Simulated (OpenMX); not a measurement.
MnO under changes of volume

One of the cells (10.999 Å³/atom); the others are scaled copies at fixed shape and fractional positions:

```
Mn O
1.0
     0.00000    2.22391    2.22391
     2.22391    0.00000    2.22391
     2.22391    2.22391    0.00000
Mn O
1 1
Direct
  0.00000 0.00000 0.00000
  0.50000 0.50000 0.50000
```

The cell is a database's computed one.

```yaml
Program: OpenMX 3.8.5
Functional: PBE
Potentials_or_basis: OpenMX 2013 PBE set, Mn6.0-s3p2d2, O6.0-s2p2d1, fixed grid of 30 × 30 × 30 points
k_mesh: 11 × 11 × 11
Occupations: fermi-dirac, width 0.05 eV
Spin: collinear spin, ferromagnetic start
Starting_moments: "[4.0, 0.0] μB"
```

```csv
volume (Å³/atom),energy over the lowest point (meV/atom),moment (μB per cell)
10.339,23.96,4.59
10.559,13.22,4.69
10.779,4.59,4.76
10.999,0.31,4.79
11.219,0.00,4.82
11.439,3.07,4.86
11.659,?,?
```

Question: What does the run at 11.659 Å³/atom give?

Answer: Energy over the lowest point 9.19 meV/atom; moment 4.89 μB per cell.

Worked out: A Birch-Murnaghan fit of order 3 (a polynomial in V^(-2/3)) to the other rows has its minimum at 11.15 Å³/atom with B0 = V·E''(V) = 148 GPa (rough, since the energies scatter). It gives 10.78 meV/atom at 11.659 Å³/atom, against the run's 9.19. A parabola through the other rows of the moment, of slope -0.0315 μB per Å³/atom there, extrapolates to 4.85 μB, against the run's 4.89.

Energies are extrapolated to zero smearing.

Caveats: the basis of atomic orbitals isn't converged, which shifts pressures, moduli and gaps; a cell with one magnetic atom can't hold antiferromagnetic order, which such compounds often take.
